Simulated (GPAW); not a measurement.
Runs of GPAW 26.7.0 on Mg. The typed cell holds 1 atom: a = 2.955 Å, b = 3.281 Å, c = 3.144 Å, α = 89.44°, β = 100.10°, γ = 126.22°. This isn't the form of Mg at room conditions, which is hcp.

```csv
task,level,potentials or basis,cell,k mesh,smearing,maxiter,eigensolver,optimizer,fmax,max steps,other keys,gap on the mesh (eV),pressure (GPa)
single point,RPBE+D4,"the program's PAW data sets (release 1.2.1) made for this functional, pw","cell sheared at random, sigma 0.1, atoms nudged by 0.01 Å",11 × 10 × 9,fermi-dirac 0.05 eV,50,ppcg,-,-,-,"several, not listed",none,1.6
relaxation of cell and atoms,BLYP+D3(BJ),"PAW data sets generated in the run's folder for this functional, pw","relaxed to 20 GPa from: cell sheared at random, sigma 0.1, atoms nudged by 0.01 Å",10 × 9 × 7,fermi-dirac 0.05 eV,150,davidson,FIRE,0.02 eV/Å,60,-,none,20.0
density of states,AM05,"PAW data sets generated in the run's folder for this functional, pw","cell sheared at random, sigma 0.1, atoms nudged by 0.01 Å",11 × 10 × 9,fermi-dirac 0.05 eV,150,-,-,-,-,-,none,1.9
single point,PBE+D3(BJ)+ATM,"GPAW PAW data sets (gpaw-data 1.2.1), pw","cell sheared at random, sigma 0.1, atoms nudged by 0.01 Å",11 × 10 × 9,fermi-dirac 0.1 eV,100,-,-,-,-,"several, not listed",none,1.0
single point,PBE,"GPAW PAW data sets (gpaw-data 1.2.1), pw","cell sheared at random, sigma 0.1, atoms nudged by 0.01 Å",11 × 10 × 9,fermi-dirac 0.05 eV,150,-,-,-,-,-,none,(a)
```

Alike in all rows: no spin polarisation; cutoff (eV) 800.

Problem. Estimate the missing entries.

Solution. (a) 2.6.

Caveats: pairwise dispersion overbinds metals, which lowers pressure and volume (some runs); later steps reuse the first step's grids (some runs).

A gap of «none» marks a metal or a gap under the smearing width.
